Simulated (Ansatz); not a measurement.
# Equation of state of Ti from a dense series

```yaml
crystal:
  lattice:
    - [0.00000, 2.03000, 2.03000]
    - [2.03000, 0.00000, 2.03000]
    - [2.03000, 2.03000, 0.00000]
  atoms:
    - { symbol: Ti, position: [0.00000, 0.00000, 0.00000] }
```

The cell is COD entry 1534878, as deposited and not checked against the literature; nothing was relaxed.

The calculation used Ansatz 0.2.0, DFT, PBE, all-electron LAPW, scalar-relativistic.

The runs use a Γ-centred 15×15×15 k mesh, Fermi–Dirac smearing of 0.05 eV, basis error target 0.25 meV/atom, no spin polarisation.

The cell is scaled evenly. Fractional coordinates are held (clamped ions).

| V (Å³/atom) | P (GPa) |
| --- | --- |
| 15.727 | 12.87 |
| 15.735 | 12.79 |
| 16.062 | 9.83 |
| 16.229 | 8.41 |
| 16.396 | 7.04 |
| 16.564 | 5.73 |
| 16.731 | 4.47 |
| 16.898 | 3.27 |
| 17.065 | 2.11 |
| 17.233 | 1.00 |
| 17.400 | -0.06 |

Task: Fit a third-order Birch–Murnaghan curve to the pressures.

Result: P = (3B0/2)(y^(7/2) − y^(5/2))[1 + (3/4)(B0′ − 4)(y − 1)] with y = (V0/V)^(2/3) fits within 0.01 GPa for V0 = 17.390 Å³/atom, B0 = 108.6 GPa and B0′ = 3.31.

Task: Predict the pressure at the withheld volume, 17.735 Å³/atom.

Result: There y = 0.9870, so the fit gives -2.06 GPa; the run gave -2.05 GPa.
